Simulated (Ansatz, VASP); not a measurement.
This is a calculation of Pt for Ansatz 0.2.0.

Contents of input.yaml:

```yaml
crystal:
  lattice:
    - [2.7789487024, 0.0, 0.0]
    - [-1.3894743512, 2.406640172, 0.0]
    - [0.0, 0.0, 4.8238709117]
  atoms:
    - { symbol: Pt, position: [0.3333333333, 0.6666666667, 0.25] }
    - { symbol: Pt, position: [0.6666666667, 0.3333333333, 0.75] }
kpoints:
  mp_grid: { grid: [11, 11, 6] }
scf:
  occupations: { method: fermi_dirac, width: 0.05 }
hamiltonian:
  xc: lda
  pseudopotentials: { kind: all_electron, lapw: { basis_error: 0.001 } }
output:
  forces: true
  stress: true
  eigenvalues: true
```

Potentials or basis: all-electron LAPW, scalar-relativistic.

Run with:

```bash
$ ansatz run input.yaml --threads 1 --pin off --max-ram 3072MiB --backend cpu --events-out ev --progress --plain --runs-dir out
```

Q: Set up the same calculation for VASP 6.6.1. Potentials there: VASP PAW LDA potentials, release 64 (Pt).

A: As run (the cutoff follows the program's own potentials):

The input INCAR:

```
PREC = Accurate
ENCUT = 520
EDIFF = 1E-6
ISMEAR = -1
SIGMA = 0.05
LREAL = F
LASPH = T
NELM = 100
ALGO = Normal
ISIF = 2
LWAVE = F
LCHARG = F
GGA = CA
NBANDS = 17
```

Contents of KPOINTS:

```
Automatic mesh
0
Gamma
  11 11 6
```

Contents of POSCAR:

```
Pt
1.0
    2.7789487024      0.0000000000      0.0000000000
   -1.3894743512      2.4066401720      0.0000000000
    0.0000000000      0.0000000000      4.8238709117
Pt
2
Direct
    0.3333333333      0.6666666667      0.2500000000
    0.6666666667      0.3333333333      0.7500000000
```

Potentials or basis: VASP PAW LDA potentials, release 64 (Pt).

The run is started by

```bash
$ cat potpaw_LDA.64/Pt/POTCAR > POTCAR
$ mpirun -np 1 vasp_std > vasp.out
```

Both were run:

|  | VASP | Ansatz | Ansatz less VASP |
| --- | --- | --- | --- |
| gap on the k mesh at the Fermi level (eV) | none | none | - |
| pressure (GPa) | -19.1 | -19.6 | -0.53 |
| largest component of the traceless stress (GPa) | 0.01 | 0.31 | +0.301 |

A gap of «none» marks a metal or a gap that the smearing closes. Ansatz ran all-electron here, so the differences hold the error of VASP's frozen core and of both bases.

Caveats: so large a pressure means that the cell lies far from this level's equilibrium, or that cutoff or potentials fall short (VASP). The runs have no spin-orbit coupling, so splittings on Pt are missing.
